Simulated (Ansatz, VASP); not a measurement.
# TlBr: VASP beside Ansatz

```
CELL_PARAMETERS angstrom
3.91462 0.00000 0.00000
0.00000 3.91462 0.00000
0.00000 0.00000 3.91462
ATOMIC_POSITIONS crystal
Tl 0.00000 0.00000 0.00000
Br 0.50000 0.50000 0.50000
```

Alike in both runs: functional PBEsol; k mesh 8 × 8 × 8; occupations gaussian, width 0.02 eV; no spin polarisation.

Ansatz relaxed the structure, and its values are those at the end. VASP's run is a single point on that final structure, the one shown.

|  | VASP | Ansatz |
| --- | --- | --- |
| version | VASP 6.6.1 | Ansatz 0.2.0 |
| potentials or method | VASP PAW PBE potentials, release 64 (Tl_d, Br) | scalar-relativistic, plane waves, PAW |
| plane-wave cutoff (eV) | 520 | 420 |
| valence electrons in the cell | 20 | 20 |

|  | VASP | Ansatz | Ansatz less VASP |
| --- | --- | --- | --- |
| gap on the k mesh at the Fermi level (eV) | 1.59 | 1.59 | -0.005 |
| least direct gap on the mesh (eV) | 1.59 | 1.59 | -0.005 |
| pressure (GPa) | 0.0 | 0.0 | +0.03 |

The functional is the same, so the differences come from potentials, cutoffs and numerics.

Caveats: the PAW data sets were made with another functional, which shifts forces and pressure a little (VASP); spin-orbit coupling is left out, which as a rule narrows the gap of such compounds by several tenths of an eV. A k mesh can miss the band edges.
